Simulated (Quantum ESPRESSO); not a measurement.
# Nd (Fm-3m) in Quantum ESPRESSO: convergence with smearing width

Aim: find how far smearing width must go before the results for Nd settle, at PBE. This setting moves, with any that are tied to it; all else stays.

Program: Quantum ESPRESSO 7.5. These are calculated values, not measurements. Logs are shortened: lines on timing, memory, paths and dates and some standing lists are left out, and cuts for length are marked.

### Step 1. The crystal as given

It takes space group Fm-3m (No. 225, cubic). The conventional cell has a = 5.210 Å, b = 5.210 Å, c = 5.210 Å, α = 90.00°, β = 90.00°, γ = 90.00°. Nd (site symmetry m-3m) has 12 Nd at 3.68 Å as nearest neighbours.

This isn't the form of Nd at room conditions, which is double hcp.

### Step 2. With smearing width 0.5 eV

pw.in reads:

```
&CONTROL
  calculation = 'scf'
  prefix = 'pwscf'
  outdir = './tmp'
  pseudo_dir = './pseudo'
  tprnfor = .true.
  tstress = .true.
  disk_io = 'nowf'
/
&SYSTEM
  ibrav = 0
  nat = 1
  ntyp = 1
  ecutwfc = 50
  ecutrho = 300
  nbnd = 16
  occupations = 'smearing'
  smearing = 'mv'
  degauss = 0.03674932
  nspin = 2
  starting_magnetization(1) = 0.2143
/
&ELECTRONS
  conv_thr = 2d-10
  electron_maxstep = 120
  mixing_beta = 0.3
/
ATOMIC_SPECIES
Nd   144.2420 Nd.GGA_PBE-JTH.UPF
CELL_PARAMETERS angstrom
   0.0000000000    2.6049204508    2.6049204508
   2.6049204508    0.0000000000    2.6049204508
   2.6049204508    2.6049204508    0.0000000000
ATOMIC_POSITIONS crystal
Nd     0.0000000000    0.0000000000    0.0000000000
K_POINTS automatic
9 9 9 0 0 0
```

Potentials or basis: JTH 2.0 PBE.

The run is started by

```
> OMP_NUM_THREADS=1 pw.x -in pw.in > pw.out
```

pw.out:

```text
This program is part of the open-source Quantum ESPRESSO suite
     for quantum simulation of materials; please cite
         "P. Giannozzi et al., J. Phys.:Condens. Matter 21 395502 (2009);
         "P. Giannozzi et al., J. Phys.:Condens. Matter 29 465901 (2017);
         "P. Giannozzi et al., J. Chem. Phys. 152 154105 (2020);
     in publications or presentations arising from this work. More details at

     file Nd.GGA_PBE-JTH.UPF: wavefunction(s)  6S 5P 0P 5D 0D 4F 0F renormalized
     Message from routine setup:
     using ibrav=0 with symmetry is DISCOURAGED, use correct ibrav instead

     G-vector sticks info
     --------------------
     sticks:   dense  smooth     PW     G-vecs:    dense   smooth      PW
     Sum        1003     673    211                20875    11527    1989

     Using Slab Decomposition

     bravais-lattice index     =            0
     lattice parameter (alat)  =       6.9616  a.u.
     unit-cell volume          =     238.5668 (a.u.)^3
     number of atoms/cell      =            1
     number of atomic types    =            1
     number of electrons       =        14.00
     number of Kohn-Sham states=           16
     kinetic-energy cutoff     =      50.0000  Ry
     charge density cutoff     =     300.0000  Ry
     scf convergence threshold =      2.0E-10
     mixing beta               =       0.3000
     number of iterations used =            8  plain     mixing
     Exchange-correlation= SLA PW PBX PBC
                           (   1   4   3   4   0   0   0)

     celldm(1)=   6.961588  celldm(2)=   0.000000  celldm(3)=   0.000000
     celldm(4)=   0.000000  celldm(5)=   0.000000  celldm(6)=   0.000000

     crystal axes: (cart. coord. in units of alat)
               a(1) = (   0.000000   0.707107   0.707107 )
               a(2) = (   0.707107   0.000000   0.707107 )
               a(3) = (   0.707107   0.707107   0.000000 )

     reciprocal axes: (cart. coord. in units 2 pi/alat)
               b(1) = ( -0.707107  0.707107  0.707107 )
               b(2) = (  0.707107 -0.707107  0.707107 )
               b(3) = (  0.707107  0.707107 -0.707107 )

     PseudoPot. # 1 for Nd read from file:
     Nd.GGA_PBE-JTH.UPF
     Pseudo is Projector augmented-wave + core cor, Zval = 14.0
     Generated using ATOMPAW code
     Shape of augmentation charge: SINC**2
     Using radial grid of 1105 points,  8 beta functions with:
                l(1) =   0
                l(2) =   0
                l(3) =   1
                l(4) =   1
                l(5) =   2
                l(6) =   2
                l(7) =   3
                l(8) =   3
     Q(r) pseudized with 0 coefficients

     atomic species   valence    mass     pseudopotential
     Nd               14.00   144.24200     Nd( 1.00)

     Starting magnetic structure
     atomic species   magnetization
     Nd              0.214

     48 Sym. Ops., with inversion, found

   Cartesian axes

     site n.     atom                  positions (alat units)
         1        Nd     tau(   1) = (   0.0000000   0.0000000   0.0000000  )

     number of k points=    35  Marzari-Vanderbilt smearing, width (Ry)=  0.0367
                       cart. coord. in units 2pi/alat
        k(    1) = (   0.0000000   0.0000000   0.0000000), wk =   0.0013717
        k(    2) = (   0.0785674   0.0785674  -0.0785674), wk =   0.0109739
        k(    3) = (   0.1571348   0.1571348  -0.1571348), wk =   0.0109739
        k(    4) = (   0.2357023   0.2357023  -0.2357023), wk =   0.0109739
        k(    5) = (   0.3142697   0.3142697  -0.3142697), wk =   0.0109739
        k(    6) = (   0.1571348   0.0000000  -0.0000000), wk =   0.0082305
[... 27 lines left out ...]
        k(   34) = (  -0.0000000  -0.4714045   0.6285394), wk =   0.0329218
        k(   35) = (  -0.0785674  -0.3928371   0.7071068), wk =   0.0329218

     Dense  grid:    20875 G-vectors     FFT dimensions: (  40,  40,  40)

     Smooth grid:    11527 G-vectors     FFT dimensions: (  32,  32,  32)

     Generating pointlists ...
     new r_m :   0.4125 (alat units)  2.8717 (a.u.) for type    1

     Initial potential from superposition of free atoms

     starting charge      13.9938, renormalised to      14.0000
     Starting wfcs are   32 randomized atomic wfcs

     Self-consistent Calculation

     iteration #  1     ecut=    50.00 Ry     beta= 0.30
     Davidson diagonalization with overlap
     ethr =  1.00E-02,  avg # of iterations =  2.0

     total energy              =    -536.82852870 Ry
     estimated scf accuracy    <       0.76093987 Ry

     total magnetization       =     5.50 Bohr mag/cell
     absolute magnetization    =     5.50 Bohr mag/cell

     iteration #  2     ecut=    50.00 Ry     beta= 0.30
     Davidson diagonalization with overlap
     ethr =  5.44E-03,  avg # of iterations =  2.7

     total energy              =    -537.13195460 Ry
     estimated scf accuracy    <       3.94044536 Ry

     total magnetization       =     0.84 Bohr mag/cell
     absolute magnetization    =     0.84 Bohr mag/cell
[... 161 lines left out ...]
     iteration # 19     ecut=    50.00 Ry     beta= 0.30
     Davidson diagonalization with overlap
     ethr =  3.13E-11,  avg # of iterations =  2.4

     total energy              =    -537.37201505 Ry
     estimated scf accuracy    <          2.1E-09 Ry

     total magnetization       =     4.04 Bohr mag/cell
     absolute magnetization    =     4.04 Bohr mag/cell

     iteration # 20     ecut=    50.00 Ry     beta= 0.30
     Davidson diagonalization with overlap
     ethr =  1.50E-11,  avg # of iterations =  2.1

     Magnetic moment per site  (integrated on atomic sphere of radius R)
     atom   1 (R=0.412)  charge= 12.5893  magn=  3.7266

     End of self-consistent calculation

 ------ SPIN UP ------------

          k = 0.0000 0.0000 0.0000 (  1411 PWs)   bands (ev):

   -26.1202  -6.7889  -6.7889  -6.7889   7.3838  10.9634  11.2720  11.2720
    11.2720  11.6627  11.6627  11.6627  12.9675  12.9675  12.9675  15.3882

          k = 0.0786 0.0786-0.0786 (  1429 PWs)   bands (ev):

   -26.1062  -6.9249  -6.8052  -6.8052   7.7310  10.9338  11.2540  11.2867
    11.2867  11.5922  11.5922  11.6639  12.7692  13.1753  13.1753  15.2458

          k = 0.1571 0.1571-0.1571 (  1417 PWs)   bands (ev):

   -26.0703  -7.2532  -6.8461  -6.8461   8.5679  10.9130  11.2054  11.3276
    11.3276  11.4869  11.4869  11.6670  12.4699  13.3797  13.3797  15.3088

          k = 0.2357 0.2357-0.2357 (  1423 PWs)   bands (ev):

   -26.0291  -7.6024  -6.8919  -6.8919   9.2397  11.0754  11.1818  11.3548
    11.3548  11.4619  11.4619  11.6706  12.5822  13.1276  13.1276  16.1263
[... 143 lines left out ...]
   -25.9625  -7.6957  -7.2295  -7.1567   9.8532  10.3983  11.3006  11.3666
    11.3910  11.4047  11.4617  11.5052  11.5111  13.6785  16.0017  17.3276

          k =-0.0000-0.4714 0.6285 (  1422 PWs)   bands (ev):

   -25.9592  -7.6171  -7.3703  -7.1411  10.1679  10.8155  11.2852  11.3029
    11.3829  11.4199  11.4501  11.5510  11.5926  13.0775  15.1372  17.3839

          k =-0.0786-0.3928 0.7071 (  1425 PWs)   bands (ev):

   -25.9608  -7.5494  -7.4156  -7.1549  10.5143  11.0418  11.1582  11.2874
    11.4001  11.4069  11.4570  11.6049  11.8751  12.2839  14.6468  17.3500

 ------ SPIN DOWN ----------

          k = 0.0000 0.0000 0.0000 (  1411 PWs)   bands (ev):

   -24.4535  -5.4260  -5.4260  -5.4260   8.2356  13.2612  13.5357  13.5357
    13.5357  13.8664  13.8664  13.8664  13.9191  13.9191  13.9191  16.2085

          k = 0.0786 0.0786-0.0786 (  1429 PWs)   bands (ev):

   -24.4380  -5.5737  -5.4434  -5.4434   8.5906  12.9942  13.4948  13.5355
    13.5355  13.6722  13.6722  13.9207  13.9689  14.2476  14.2476  16.0895

          k = 0.1571 0.1571-0.1571 (  1417 PWs)   bands (ev):

   -24.3984  -5.9286  -5.4869  -5.4869   9.4476  12.6620  13.4035  13.5357
    13.5357  13.5739  13.5739  13.9246  14.0722  14.4250  14.4250  16.2223

          k = 0.2357 0.2357-0.2357 (  1423 PWs)   bands (ev):

   -24.3528  -6.3041  -5.5356  -5.5356  10.1583  12.8738  13.3150  13.5265
    13.5265  13.5566  13.5566  13.9291  14.1747  14.1747  14.1838  17.0701
[... 143 lines left out ...]
   -24.2791  -6.3970  -5.8999  -5.8228  10.4936  11.4068  13.3798  13.5296
    13.5641  13.5888  13.8280  13.8378  13.9163  14.9359  16.9000  18.3467

          k =-0.0000-0.4714 0.6285 (  1422 PWs)   bands (ev):

   -24.2754  -6.3132  -6.0521  -5.8058  10.8620  11.8498  13.2999  13.3523
    13.5717  13.5733  13.8610  13.8674  13.9145  14.4439  16.0758  18.4062

          k =-0.0786-0.3928 0.7071 (  1425 PWs)   bands (ev):

   -24.2772  -6.2424  -6.0988  -5.8217  11.2210  12.3422  12.6983  13.3043
    13.5804  13.5905  13.8863  13.9032  13.9331  14.0559  15.6446  18.3710

     the Fermi energy is    11.4559 ev

!    total energy              =    -537.37201505 Ry
     total all-electron energy =      -537.372015 Ry
     estimated scf accuracy    <          5.4E-11 Ry
     smearing contrib. (-TS)   =      -0.02924308 Ry
     internal energy E=F+TS    =    -537.34277197 Ry

     The total energy is F=E-TS. E is the sum of the following terms:
     one-electron contribution =     -26.82985013 Ry
     hartree contribution      =      23.62119181 Ry
     xc contribution           =     -13.93088077 Ry
     ewald contribution        =     -91.27650841 Ry
     one-center paw contrib.   =    -428.92672447 Ry

     total magnetization       =     4.04 Bohr mag/cell
     absolute magnetization    =     4.04 Bohr mag/cell

     convergence has been achieved in  20 iterations

     Forces acting on atoms (cartesian axes, Ry/au):

     atom    1 type  1   force =     0.00000000    0.00000000    0.00000000

     Total force =     0.000000     Total SCF correction =     0.000000

     Computing stress (Cartesian axis) and pressure

          total   stress  (Ry/bohr**3)                   (kbar)     P=       -8.43
  -0.00005733   0.00000000   0.00000000           -8.43        0.00        0.00
  -0.00000000  -0.00005733  -0.00000000           -0.00       -8.43       -0.00
   0.00000000  -0.00000000  -0.00005733            0.00       -0.00       -8.43

=------------------------------------------------------------------------------=
   JOB DONE.
=------------------------------------------------------------------------------=
```

Run time: 75 s. Hardware: 1 thread of Arm Neoverse V1, shared host; peak memory 0.26 GiB.

What came out:

| Item | Value |
| --- | --- |
| Free energy | -7311.3187 eV |
| Pressure | -0.8 GPa |
| Band gap on the k mesh | none (metal or under the smearing width) |
| Net moment | 4.04 μB per cell |
| Absolute moment | 4.04 μB per cell |
| Site moments | Nd +3.73 μB |
| Valence electrons inside the program's atomic spheres | Nd 12.59 |

### Step 3. With smearing width 0.3 eV

pw.in: that of step 2 with these lines changed.

```diff
@@ -18,3 +18,3 @@
   smearing = 'mv'
-  degauss = 0.03674932
+  degauss = 0.02204959
   nspin = 2
```

Potentials or basis: JTH 2.0 PBE.

The run is started by

```
> OMP_NUM_THREADS=1 pw.x -in pw.in > pw.out
```

It took 86 s on 1 thread of Arm Neoverse V1, shared host; peak memory 0.26 GiB.

What came out:

```
Free energy                                           : -7311.1765 eV
Pressure                                              : -1.3 GPa
Band gap on the k mesh                                : none (metal or under the smearing width)
Net moment                                            : 4.05 μB per cell
Absolute moment                                       : 4.05 μB per cell
Site moments                                          : Nd +3.73 μB
Valence electrons inside the program's atomic spheres : Nd 12.59
```

### Step 4. With smearing width 0.2 eV

pw.in: that of step 3 with these lines changed.

```diff
@@ -18,3 +18,3 @@
   smearing = 'mv'
-  degauss = 0.02204959
+  degauss = 0.01469973
   nspin = 2
```

The run is started by

```
> OMP_NUM_THREADS=1 pw.x -in pw.in > pw.out
```

Run time: 89 s. Hardware: 1 thread of Arm Neoverse V1, shared host; peak memory 0.26 GiB.

What came out:

| Quantity | Value |
| --- | --- |
| Free energy | -7311.1197 eV |
| Pressure | -1.6 GPa |
| Band gap on the k mesh | none (metal or under the smearing width) |
| Net moment | 4.02 μB per cell |
| Absolute moment | 4.02 μB per cell |
| Site moments | Nd +3.72 μB |
| Valence electrons inside the program's atomic spheres | Nd 12.59 |

### Step 5. With smearing width 0.136 eV

pw.in: that of step 4 with these lines changed.

```diff
@@ -18,3 +18,3 @@
   smearing = 'mv'
-  degauss = 0.01469973
+  degauss = 0.00999582
   nspin = 2
```

The run is started by

```
> OMP_NUM_THREADS=1 pw.x -in pw.in > pw.out
```

It took 1.9 min on 1 thread of Arm Neoverse V1, shared host; peak memory 0.26 GiB.

What came out:

```yaml
Free_energy: -7311.3443 eV
Pressure: 0.4 GPa
Band_gap_on_the_k_mesh: none (metal or under the smearing width)
Net_moment: 3.84 μB per cell
Absolute_moment: 3.84 μB per cell
Site_moments: Nd +3.61 μB
Valence_electrons_inside_the_program's_atomic_spheres: Nd 12.59
```

### Step 6. With smearing width 0.1 eV

pw.in: that of step 5 with these lines changed.

```diff
@@ -18,3 +18,3 @@
   smearing = 'mv'
-  degauss = 0.00999582
+  degauss = 0.00734986
   nspin = 2
```

Potentials or basis: JTH 2.0 PBE.

The run is started by

```
> OMP_NUM_THREADS=1 pw.x -in pw.in > pw.out
```

Wall time 2 min (1 thread of Arm Neoverse V1, shared host); peak memory 0.26 GiB.

The run converged. Its results:

```
Free energy                                           : -7311.3467 eV
Pressure                                              : 0.4 GPa
Band gap on the k mesh                                : none (metal or under the smearing width)
Net moment                                            : 3.85 μB per cell
Absolute moment                                       : 3.85 μB per cell
Site moments                                          : Nd +3.61 μB
Valence electrons inside the program's atomic spheres : Nd 12.59
```

### Step 7. With smearing width 0.05 eV

pw.in: that of step 6 with these lines changed.

```diff
@@ -18,3 +18,3 @@
   smearing = 'mv'
-  degauss = 0.00734986
+  degauss = 0.00367493
   nspin = 2
```

The run is started by

```
> OMP_NUM_THREADS=1 pw.x -in pw.in > pw.out
```

Wall time 2.2 min (1 thread of Arm Neoverse V1, shared host); peak memory 0.26 GiB.

Results (log left out):

```yaml
Free_energy: -7311.0689 eV
Pressure: -1.9 GPa
Band_gap_on_the_k_mesh: none (metal or under the smearing width)
Net_moment: 4.03 μB per cell
Absolute_moment: 4.03 μB per cell
Site_moments: Nd +3.71 μB
Valence_electrons_inside_the_program's_atomic_spheres: Nd 12.59
```

### Step 8. With smearing width 0.025 eV

pw.in: that of step 7 with these lines changed.

```diff
@@ -18,3 +18,3 @@
   smearing = 'mv'
-  degauss = 0.00367493
+  degauss = 0.00183747
   nspin = 2
```

The run is started by

```
> OMP_NUM_THREADS=1 pw.x -in pw.in > pw.out
```

Run time: 94 s. Hardware: 1 thread of Arm Neoverse V1, shared host; peak memory 0.26 GiB.

Results (log left out):

```yaml
Free_energy: -7311.3508 eV
Pressure: 0.5 GPa
Band_gap_on_the_k_mesh: none (metal or under the smearing width)
Net_moment: 3.87 μB per cell
Absolute_moment: 3.87 μB per cell
Site_moments: Nd +3.63 μB
Valence_electrons_inside_the_program's_atomic_spheres: Nd 12.59
```

### Step 9. With smearing width 0.01 eV

pw.in: that of step 8 with these lines changed.

```diff
@@ -18,3 +18,3 @@
   smearing = 'mv'
-  degauss = 0.00183747
+  degauss = 0.00073499
   nspin = 2
```

Potentials or basis: JTH 2.0 PBE.

The run is started by

```
> OMP_NUM_THREADS=1 pw.x -in pw.in > pw.out
```

It took 82 s on 1 thread of Arm Neoverse V1, shared host; peak memory 0.26 GiB.

It converged, with:

```
Free energy                                           : -7311.3513 eV
Pressure                                              : 0.5 GPa
Band gap on the k mesh                                : none (metal or under the smearing width)
Net moment                                            : 3.87 μB per cell
Absolute moment                                       : 3.87 μB per cell
Site moments                                          : Nd +3.63 μB
Valence electrons inside the program's atomic spheres : Nd 12.59
```

### Step 10. Summary

```csv
smearing width,"energy less the tightest run, at zero smearing (meV/atom)",pressure (GPa),absolute moment (μB),SCF cycles,CPU time (s),peak memory (GiB)
0.5 eV,32.60,-0.84,4.04,20,75,0.26
0.3 eV,174.88,-1.32,4.05,24,86,0.26
0.2 eV,231.66,-1.56,4.02,24,89,0.26
0.136 eV,6.98,0.38,3.84,32,120,0.26
0.1 eV,4.67,0.39,3.85,34,120,0.26
0.05 eV,282.44,-1.94,4.03,37,130,0.26
0.025 eV,0.50,0.47,3.87,25,94,0.26
0.01 eV,0.00,0.48,3.87,22,82,0.26
```

Against the tightest run, the energy stays within 1 meV/atom from 0.025 eV on; the pressure stays within 0.1 GPa from 0.025 eV on; the absolute moment stays within 0.02 μB from 0.025 eV on. Narrower smearing needs a denser k mesh, so at a fixed mesh the narrowest width isn't the most accurate. The tightest run that finished is the yardstick and may itself not be fully converged.

Caveats: the magnetic or orbital state may not be the lowest; spin-orbit coupling is left out, which moves the levels of the heavy elements.
